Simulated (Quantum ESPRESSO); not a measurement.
# In2Se2, 1 layer: a series in biaxial strain, part 6 of 7

Wanted: a table for In2Se2, 1 layer against biaxial strain, and what can be fitted to it.

Quantum ESPRESSO 7.5; plane-wave DFT, PBE, GBRV ultrasoft pseudopotentials.

So far. Step 6 (Band structure, -4 %): Along this path the valence top lies at Γ and the conduction bottom at Γ. Step 7 (Relaxing the ions, -3 %): The relaxation lowers the energy by 8 meV an atom.

## Step 9: Relaxation with pw.x, 3 %

Input file m7.relax.in:

```
&control
  prefix = 'm7.relax'
  outdir = './out'
  pseudo_dir = './pseudo'
  nstep = 40
  forc_conv_thr = 0.0003
  calculation = 'relax'
  tstress = .true.
/
&system
  ibrav = 0
  nat = 4
  ntyp = 2
  ecutwfc = 50
  ecutrho = 250
  occupations = 'smearing'
  smearing = 'fd'
  degauss = 0.002
/
&electrons
  conv_thr = 1e-09
  mixing_beta = 0.4
  electron_maxstep = 120
  mixing_mode = 'plain'
/
&ions
/
ATOMIC_SPECIES
  Se  78.9710  se_pbe_v1.uspp.F.UPF
  In  114.8180  in_pbe_v1.4.uspp.F.UPF
CELL_PARAMETERS angstrom
  4.20306665205000 0.00000000000000 0.00000000000000
  -2.10153332654000 3.63996249407000 0.00000000000000
  0.00000000000000 0.00000000000000 20.14290946400000
ATOMIC_POSITIONS crystal
  Se  0.333333333300 0.666666666700 0.366554287400
  In  0.000000000000 0.000000000000 0.429924683600
  In  0.000000000000 0.000000000000 0.570075316400
  Se  0.333333333300 0.666666666700 0.633445712600
K_POINTS automatic
  12 12 1 0 0 0
```

On the command line:

```console
$ OMP_NUM_THREADS=1 mpirun -n 4 pw.x -nk 4 -in m7.relax.in > m7.relax.out
```

Output:

```text
[banner, memory and clock lines left out]
Program PWSCF v.7.5 starts
[...]
Message from routine setup:
[...]
number of electrons       =        38.00
     number of Kohn-Sham states=           23
     kinetic-energy cutoff     =      50.0000  Ry
     charge density cutoff     =     250.0000  Ry
[...]
number of k points=    19  Fermi-Dirac smearing, width (Ry)=  0.0020
[...]
Dense  grid:   138647 G-vectors     FFT dimensions: (  40,  40, 192)
[...]
negative rho (up, down):  5.076E-04 0.000E+00
     Starting wfcs are   26 randomized atomic wfcs
[...]
negative rho (up, down):  4.366E-04 0.000E+00
[...]
estimated scf accuracy    <       3.87868046 Ry
[...]
negative rho (up, down):  4.804E-04 0.000E+00
[...]
estimated scf accuracy    <       0.05335908 Ry
[...]
negative rho (up, down):  5.212E-04 0.000E+00
[...]
estimated scf accuracy    <       0.02054120 Ry
[...]
negative rho (up, down):  5.506E-04 0.000E+00
[...]
estimated scf accuracy    <       0.00649499 Ry
[...]
negative rho (up, down):  5.644E-04 0.000E+00
[...]
estimated scf accuracy    <       0.00054014 Ry
[...]
negative rho (up, down):  5.750E-04 0.000E+00
[...]
estimated scf accuracy    <       0.00006384 Ry
[...]
negative rho (up, down):  5.795E-04 0.000E+00
[...]
estimated scf accuracy    <       0.00001065 Ry
[...]
negative rho (up, down):  5.820E-04 0.000E+00
[...]
estimated scf accuracy    <       0.00000269 Ry
[...]
negative rho (up, down):  5.839E-04 0.000E+00
[...]
estimated scf accuracy    <       0.00000011 Ry
[...]
negative rho (up, down):  5.851E-04 0.000E+00
[...]
estimated scf accuracy    <       0.00000004 Ry
[...]
negative rho (up, down):  5.857E-04 0.000E+00
[...]
estimated scf accuracy    <       0.00000001 Ry
[...]
negative rho (up, down):  5.868E-04 0.000E+00
[...]
the Fermi energy is    -0.9300 ev
!    total energy              =    -354.31236407 Ry
     estimated scf accuracy    <          2.4E-10 Ry
     smearing contrib. (-TS)   =      -0.00000000 Ry
     internal energy E=F+TS    =    -354.31236407 Ry
[...]
one-electron contribution =   -1037.50852031 Ry
     hartree contribution      =     533.40152493 Ry
     xc contribution           =    -134.82384492 Ry
     ewald contribution        =     284.61847624 Ry
     convergence has been achieved in  12 iterations
     negative rho (up, down):  5.868E-04 0.000E+00
[...]
Total force =     0.028750     Total SCF correction =     0.000076
[...]
negative rho (up, down):  5.868E-04 0.000E+00
[...]
negative rho (up, down):  5.891E-04 0.000E+00
[...]
negative rho (up, down):  5.873E-04 0.000E+00
[...]
estimated scf accuracy    <       0.00028505 Ry
[...]
negative rho (up, down):  5.878E-04 0.000E+00
[...]
estimated scf accuracy    <       0.00025855 Ry
[...]
negative rho (up, down):  5.879E-04 0.000E+00
[...]
estimated scf accuracy    <       0.00000144 Ry
[...]
negative rho (up, down):  5.881E-04 0.000E+00
[...]
estimated scf accuracy    <       0.00000052 Ry
[...]
negative rho (up, down):  5.882E-04 0.000E+00
[...]
estimated scf accuracy    <       0.00000002 Ry
[...]
negative rho (up, down):  5.883E-04 0.000E+00
[...]
estimated scf accuracy    <          3.0E-09 Ry
[...]
negative rho (up, down):  5.884E-04 0.000E+00
[...]
the Fermi energy is    -0.9293 ev
!    total energy              =    -354.31306267 Ry
     estimated scf accuracy    <          1.9E-10 Ry
     smearing contrib. (-TS)   =      -0.00000000 Ry
     internal energy E=F+TS    =    -354.31306267 Ry
[...]
one-electron contribution =   -1037.20969696 Ry
     hartree contribution      =     533.26014577 Ry
     xc contribution           =    -134.83139557 Ry
     ewald contribution        =     284.46788409 Ry
     convergence has been achieved in   7 iterations
     negative rho (up, down):  5.884E-04 0.000E+00
[...]
Total force =     0.020009     Total SCF correction =     0.000007
[...]
negative rho (up, down):  5.884E-04 0.000E+00
[...]
negative rho (up, down):  5.913E-04 0.000E+00
[...]
negative rho (up, down):  5.900E-04 0.000E+00
[...]
estimated scf accuracy    <       0.00023430 Ry
[...]
negative rho (up, down):  5.906E-04 0.000E+00
[...]
estimated scf accuracy    <       0.00020855 Ry
[...]
negative rho (up, down):  5.909E-04 0.000E+00
[...]
estimated scf accuracy    <       0.00000152 Ry
[...]
negative rho (up, down):  5.911E-04 0.000E+00
[...]
estimated scf accuracy    <       0.00000053 Ry
[...]
negative rho (up, down):  5.912E-04 0.000E+00
[...]
estimated scf accuracy    <       0.00000002 Ry
[...]
negative rho (up, down):  5.914E-04 0.000E+00
[...]
estimated scf accuracy    <          3.6E-09 Ry
[...]
negative rho (up, down):  5.915E-04 0.000E+00
[...]
estimated scf accuracy    <          1.7E-10 Ry
[...]
negative rho (up, down):  5.915E-04 0.000E+00
[...]
estimated scf accuracy    <          7.2E-11 Ry
[...]
negative rho (up, down):  5.916E-04 0.000E+00
[...]
the Fermi energy is    -0.9176 ev
!    total energy              =    -354.31353907 Ry
     estimated scf accuracy    <          4.4E-12 Ry
     smearing contrib. (-TS)   =      -0.00000000 Ry
     internal energy E=F+TS    =    -354.31353907 Ry
[...]
one-electron contribution =   -1037.26869827 Ry
     hartree contribution      =     533.29730239 Ry
     xc contribution           =    -134.83972646 Ry
     ewald contribution        =     284.49758327 Ry
     convergence has been achieved in   9 iterations
     negative rho (up, down):  5.916E-04 0.000E+00
[...]
Total force =     0.011845     Total SCF correction =     0.000011
[...]
negative rho (up, down):  5.916E-04 0.000E+00
[...]
negative rho (up, down):  5.975E-04 0.000E+00
[...]
negative rho (up, down):  5.950E-04 0.000E+00
[...]
estimated scf accuracy    <       0.00023561 Ry
[...]
negative rho (up, down):  5.955E-04 0.000E+00
[...]
estimated scf accuracy    <       0.00020300 Ry
[...]
negative rho (up, down):  5.958E-04 0.000E+00
[...]
estimated scf accuracy    <       0.00000225 Ry
[...]
negative rho (up, down):  5.961E-04 0.000E+00
[...]
estimated scf accuracy    <       0.00000060 Ry
[...]
negative rho (up, down):  5.963E-04 0.000E+00
[...]
estimated scf accuracy    <       0.00000004 Ry
[...]
negative rho (up, down):  5.965E-04 0.000E+00
[...]
estimated scf accuracy    <       0.00000035 Ry
[...]
negative rho (up, down):  5.993E-04 0.000E+00
[...]
estimated scf accuracy    <       0.00000007 Ry
[...]
negative rho (up, down):  5.994E-04 0.000E+00
[...]
estimated scf accuracy    <          3.4E-09 Ry
[...]
negative rho (up, down):  5.995E-04 0.000E+00
[...]
estimated scf accuracy    <          6.3E-10 Ry
[...]
negative rho (up, down):  5.995E-04 0.000E+00
[...]
estimated scf accuracy    <          5.2E-11 Ry
[...]
negative rho (up, down):  5.996E-04 0.000E+00
[...]
the Fermi energy is    -0.9021 ev
!    total energy              =    -354.31392765 Ry
     estimated scf accuracy    <          3.9E-12 Ry
     smearing contrib. (-TS)   =      -0.00000000 Ry
     internal energy E=F+TS    =    -354.31392765 Ry
[...]
one-electron contribution =   -1040.26139998 Ry
     hartree contribution      =     534.80254578 Ry
     xc contribution           =    -134.85768968 Ry
     ewald contribution        =     286.00261624 Ry
     convergence has been achieved in   8 iterations
     negative rho (up, down):  5.996E-04 0.000E+00
[...]
Total force =     0.006341     Total SCF correction =     0.000008
[...]
negative rho (up, down):  5.996E-04 0.000E+00
[...]
negative rho (up, down):  5.991E-04 0.000E+00
[...]
negative rho (up, down):  5.996E-04 0.000E+00
[...]
estimated scf accuracy    <       0.00010943 Ry
[...]
negative rho (up, down):  6.001E-04 0.000E+00
[...]
estimated scf accuracy    <       0.00006073 Ry
[...]
negative rho (up, down):  6.005E-04 0.000E+00
[...]
estimated scf accuracy    <       0.00000107 Ry
[...]
negative rho (up, down):  6.007E-04 0.000E+00
[...]
estimated scf accuracy    <       0.00000019 Ry
[...]
negative rho (up, down):  6.010E-04 0.000E+00
[...]
estimated scf accuracy    <       0.00000001 Ry
[...]
negative rho (up, down):  6.011E-04 0.000E+00
[...]
estimated scf accuracy    <          1.9E-09 Ry
[...]
negative rho (up, down):  6.012E-04 0.000E+00
[...]
estimated scf accuracy    <          2.2E-10 Ry
[...]
negative rho (up, down):  6.013E-04 0.000E+00
[...]
estimated scf accuracy    <          2.1E-11 Ry
[...]
negative rho (up, down):  6.014E-04 0.000E+00
[...]
the Fermi energy is    -0.9001 ev
!    total energy              =    -354.31401821 Ry
     estimated scf accuracy    <          1.8E-12 Ry
     smearing contrib. (-TS)   =      -0.00000000 Ry
     internal energy E=F+TS    =    -354.31401821 Ry
[...]
one-electron contribution =   -1042.56385234 Ry
     hartree contribution      =     535.95217462 Ry
     xc contribution           =    -134.86195598 Ry
     ewald contribution        =     287.15961549 Ry
     convergence has been achieved in   9 iterations
     negative rho (up, down):  6.014E-04 0.000E+00
[...]
Total force =     0.005541     Total SCF correction =     0.000010
[...]
negative rho (up, down):  6.014E-04 0.000E+00
[...]
negative rho (up, down):  6.006E-04 0.000E+00
[...]
negative rho (up, down):  6.015E-04 0.000E+00
[...]
estimated scf accuracy    <       0.00041405 Ry
[...]
negative rho (up, down):  6.023E-04 0.000E+00
[...]
estimated scf accuracy    <       0.00027143 Ry
[...]
negative rho (up, down):  6.028E-04 0.000E+00
[...]
estimated scf accuracy    <       0.00000269 Ry
[...]
negative rho (up, down):  6.033E-04 0.000E+00
[...]
estimated scf accuracy    <       0.00000063 Ry
[...]
negative rho (up, down):  6.037E-04 0.000E+00
[...]
estimated scf accuracy    <       0.00000003 Ry
[...]
negative rho (up, down):  6.040E-04 0.000E+00
[...]
estimated scf accuracy    <          3.4E-09 Ry
[...]
negative rho (up, down):  6.042E-04 0.000E+00
[...]
estimated scf accuracy    <          3.3E-10 Ry
[...]
negative rho (up, down):  6.043E-04 0.000E+00
[...]
estimated scf accuracy    <          2.6E-11 Ry
[...]
negative rho (up, down):  6.044E-04 0.000E+00
[...]
the Fermi energy is    -0.8980 ev
!    total energy              =    -354.31411607 Ry
     estimated scf accuracy    <          1.7E-12 Ry
     smearing contrib. (-TS)   =      -0.00000000 Ry
     internal energy E=F+TS    =    -354.31411607 Ry
[...]
one-electron contribution =   -1046.42100306 Ry
     hartree contribution      =     537.87680456 Ry
     xc contribution           =    -134.86783932 Ry
     ewald contribution        =     289.09792174 Ry
     convergence has been achieved in   9 iterations
     negative rho (up, down):  6.044E-04 0.000E+00
[...]
Total force =     0.003338     Total SCF correction =     0.000009
[...]
negative rho (up, down):  6.044E-04 0.000E+00
[...]
negative rho (up, down):  6.028E-04 0.000E+00
[...]
negative rho (up, down):  6.043E-04 0.000E+00
[...]
estimated scf accuracy    <       0.00021473 Ry
[...]
negative rho (up, down):  6.051E-04 0.000E+00
[...]
estimated scf accuracy    <       0.00013307 Ry
[...]
negative rho (up, down):  6.056E-04 0.000E+00
[...]
estimated scf accuracy    <       0.00000113 Ry
[...]
negative rho (up, down):  6.060E-04 0.000E+00
[...]
estimated scf accuracy    <       0.00000025 Ry
[...]
negative rho (up, down):  6.063E-04 0.000E+00
[...]
estimated scf accuracy    <       0.00000002 Ry
[...]
negative rho (up, down):  6.065E-04 0.000E+00
[...]
estimated scf accuracy    <          1.3E-09 Ry
[...]
negative rho (up, down):  6.066E-04 0.000E+00
[...]
estimated scf accuracy    <          2.4E-10 Ry
[...]
negative rho (up, down):  6.067E-04 0.000E+00
[...]
estimated scf accuracy    <          1.8E-11 Ry
[...]
negative rho (up, down):  6.068E-04 0.000E+00
[...]
the Fermi energy is    -0.8977 ev
!    total energy              =    -354.31414018 Ry
     estimated scf accuracy    <          1.1E-12 Ry
     smearing contrib. (-TS)   =      -0.00000000 Ry
     internal energy E=F+TS    =    -354.31414018 Ry
[...]
one-electron contribution =   -1048.93567511 Ry
     hartree contribution      =     539.13052387 Ry
     xc contribution           =    -134.87063646 Ry
     ewald contribution        =     290.36164753 Ry
     convergence has been achieved in   9 iterations
     negative rho (up, down):  6.068E-04 0.000E+00
[...]
Total force =     0.001013     Total SCF correction =     0.000005
[...]
negative rho (up, down):  6.068E-04 0.000E+00
[...]
negative rho (up, down):  6.065E-04 0.000E+00
[...]
negative rho (up, down):  6.066E-04 0.000E+00
[...]
estimated scf accuracy    <       0.00000064 Ry
[...]
negative rho (up, down):  6.066E-04 0.000E+00
[...]
estimated scf accuracy    <       0.00000053 Ry
[...]
negative rho (up, down):  6.066E-04 0.000E+00
[...]
estimated scf accuracy    <          7.0E-09 Ry
[...]
negative rho (up, down):  6.067E-04 0.000E+00
[...]
estimated scf accuracy    <          1.9E-09 Ry
[...]
negative rho (up, down):  6.067E-04 0.000E+00
[...]
estimated scf accuracy    <          1.1E-10 Ry
[...]
negative rho (up, down):  6.067E-04 0.000E+00
[...]
estimated scf accuracy    <          3.2E-11 Ry
[...]
negative rho (up, down):  6.067E-04 0.000E+00
[...]
the Fermi energy is    -0.8984 ev
!    total energy              =    -354.31414164 Ry
     estimated scf accuracy    <          9.1E-13 Ry
     smearing contrib. (-TS)   =      -0.00000000 Ry
     internal energy E=F+TS    =    -354.31414164 Ry
[...]
one-electron contribution =   -1048.88586329 Ry
     hartree contribution      =     539.10515407 Ry
     xc contribution           =    -134.86999839 Ry
     ewald contribution        =     290.33656597 Ry
     convergence has been achieved in   7 iterations
     negative rho (up, down):  6.067E-04 0.000E+00
[...]
Total force =     0.000404     Total SCF correction =     0.000001
[...]
negative rho (up, down):  6.067E-04 0.000E+00
[...]
```

Run time: 5.9 min. Hardware: 4 MPI ranks of Arm Neoverse V1, shared host; peak memory 0.97 GiB; 24 min of CPU time.

Relaxation path:

```csv
step,energy less that of the first step (eV),largest force (eV/Å)
1,0.0000,0.3816
2,-0.0095,0.2779
3,-0.0160,0.1946
4,-0.0197,0.0861
5,-0.0204,0.1006
6,-0.0213,0.1076
7,-0.0225,0.0989
8,-0.0238,0.0604
9,-0.0242,0.0149
10,-0.0242,0.0055
```

The atoms that moved most (Å):

| atom | dx | dy | dz | length |
| --- | --- | --- | --- | --- |
| Se1 | 0.000 | 0.000 | 0.064 | 0.064 |
| Se4 | 0.000 | 0.000 | -0.064 | 0.064 |

The relaxation lowers the energy by 6 meV an atom.

Numbers from this step:

```
free energy  : -4820.6895 eV
Fermi energy : -0.8984 eV
```

## Step 10: SCF with pw.x, 3 %

Input file m7.scf.in:

```
&control
  prefix = 'm7.scf'
  outdir = './out'
  pseudo_dir = './pseudo'
  calculation = 'scf'
  tprnfor = .true.
/
&system
  ibrav = 0
  nat = 4
  ntyp = 2
  ecutwfc = 40
  ecutrho = 200
  occupations = 'smearing'
  smearing = 'fd'
  degauss = 0.002
  nbnd = 23
/
&electrons
  conv_thr = 1e-09
  mixing_beta = 0.4
  electron_maxstep = 120
  mixing_mode = 'plain'
/
ATOMIC_SPECIES
  Se  78.9710  se_pbe_v1.uspp.F.UPF
  In  114.8180  in_pbe_v1.4.uspp.F.UPF
CELL_PARAMETERS angstrom
  4.20306665205000 0.00000000000000 0.00000000000000
  -2.10153332654000 3.63996249407000 0.00000000000000
  0.00000000000000 0.00000000000000 20.14290946400000
ATOMIC_POSITIONS crystal
  Se  0.333333333300 0.666666666700 0.369730132200
  In  0.000000000000 0.000000000000 0.429704878900
  In  0.000000000000 0.000000000000 0.570295121100
  Se  0.333333333300 0.666666666700 0.630269867800
K_POINTS automatic
  12 12 1 0 0 0
```

On the command line:

```console
$ OMP_NUM_THREADS=1 mpirun -n 4 pw.x -nk 4 -in m7.scf.in > m7.scf.out
```

Output:

```text
[banner, memory and clock lines left out]
Program PWSCF v.7.5 starts
[...]
Message from routine setup:
[...]
number of electrons       =        38.00
     number of Kohn-Sham states=           23
     kinetic-energy cutoff     =      40.0000  Ry
     charge density cutoff     =     200.0000  Ry
[...]
number of k points=    19  Fermi-Dirac smearing, width (Ry)=  0.0020
[...]
Dense  grid:    99249 G-vectors     FFT dimensions: (  36,  36, 180)
[...]
negative rho (up, down):  3.416E-04 0.000E+00
     Starting wfcs are   26 randomized atomic wfcs
[...]
negative rho (up, down):  2.683E-04 0.000E+00
[...]
estimated scf accuracy    <       3.85484062 Ry
[...]
negative rho (up, down):  2.775E-04 0.000E+00
[...]
estimated scf accuracy    <       0.04675043 Ry
[...]
negative rho (up, down):  3.754E-04 0.000E+00
[...]
estimated scf accuracy    <       0.01448477 Ry
[...]
negative rho (up, down):  3.654E-04 0.000E+00
[...]
estimated scf accuracy    <       0.00234050 Ry
[...]
negative rho (up, down):  3.409E-04 0.000E+00
[...]
estimated scf accuracy    <       0.00041554 Ry
[...]
negative rho (up, down):  3.416E-04 0.000E+00
[...]
estimated scf accuracy    <       0.00004955 Ry
[...]
negative rho (up, down):  3.385E-04 0.000E+00
[...]
estimated scf accuracy    <       0.00001061 Ry
[...]
negative rho (up, down):  3.381E-04 0.000E+00
[...]
estimated scf accuracy    <       0.00000160 Ry
[...]
negative rho (up, down):  3.381E-04 0.000E+00
[...]
estimated scf accuracy    <       0.00000006 Ry
[...]
negative rho (up, down):  3.385E-04 0.000E+00
[...]
estimated scf accuracy    <          9.0E-09 Ry
[...]
negative rho (up, down):  3.394E-04 0.000E+00
[...]
the Fermi energy is    -0.8980 ev
!    total energy              =    -354.30662520 Ry
     estimated scf accuracy    <          6.5E-10 Ry
     smearing contrib. (-TS)   =      -0.00000000 Ry
     internal energy E=F+TS    =    -354.30662520 Ry
[...]
one-electron contribution =   -1048.87337151 Ry
     hartree contribution      =     539.09854668 Ry
     xc contribution           =    -134.86836643 Ry
     ewald contribution        =     290.33656605 Ry
     convergence has been achieved in  11 iterations
     negative rho (up, down):  3.394E-04 0.000E+00
[...]
Total force =     0.000471     Total SCF correction =     0.000136
[...]
```

The job ended after 27 s (4 MPI ranks; peak memory 0.73 GiB).

Numbers from this step:

```
free energy                          : -4820.5872 eV
Fermi energy                         : -0.898 eV
valence top, on the run's zero       : -1.391 eV
conduction bottom, on the run's zero : -0.4760 eV
gap by band count                    : 0.9148 eV
```

[end of part 6 of 7]

[Logs are printed without paths, hosts, clocks, repeated set-up lines and the standing remarks that a program may print on its own settings, such as how far it seeks lower states.]

[Hosts, paths, dates, database ids (printed as entryN), source tags and the programs' standing remarks are cut or masked in the printed files.]

[Maps of the electrostatic potential energy from Ansatz leave out the sawtooth potential of an applied field or a dipole correction, so their vacuum need not be flat; planar profiles and work functions include it.]
